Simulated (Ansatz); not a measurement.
Is this HfC structure stable?

The cell was relaxed from a distorted copy of a database structure.

Theory: Ansatz, DFT PBE, scalar-relativistic, plane waves, PAW. Settings of the last relaxation (2-atom cell): 420 eV, 20×20×20 k points, Gaussian smearing of 0.10 eV, no spin polarisation.

```cif
data_structure
_symmetry_space_group_name_H-M 'Fm-3m'
_symmetry_Int_Tables_number 225
_cell_length_a 4.6513
_cell_length_b 4.6513
_cell_length_c 4.6513
_cell_angle_alpha 90.000
_cell_angle_beta 90.000
_cell_angle_gamma 90.000
_cell_volume 100.63
loop_
_atom_site_label
_atom_site_type_symbol
_atom_site_symmetry_multiplicity
_atom_site_Wyckoff_symbol
_atom_site_fract_x
_atom_site_fract_y
_atom_site_fract_z
_atom_site_occupancy
Hf1 Hf 4 b 0.50000 0.00000 0.00000 1
C1 C 4 a 0.00000 0.00000 0.00000 1
```

Formation energies are uncorrected and refer to the elements' standard structures at the same level.

**Question.** These tests were run: energy against the elements; phonons at Γ. What do they show?

**Answer.**

```tsv
test	result
energy against the elements	−0.92 eV/atom
phonons at Γ	lowest optical mode 431 cm⁻¹
```

It fails none of these tests. Competing phases weren't compared here. Phonons away from Γ weren't computed.

Spin–orbit coupling, which can matter for Hf, is left out. The reference form of C is held partly by dispersion forces, which this level lacks. The run for the phonons used a 20×20×20 k mesh and Fermi–Dirac smearing of 0.15 eV.
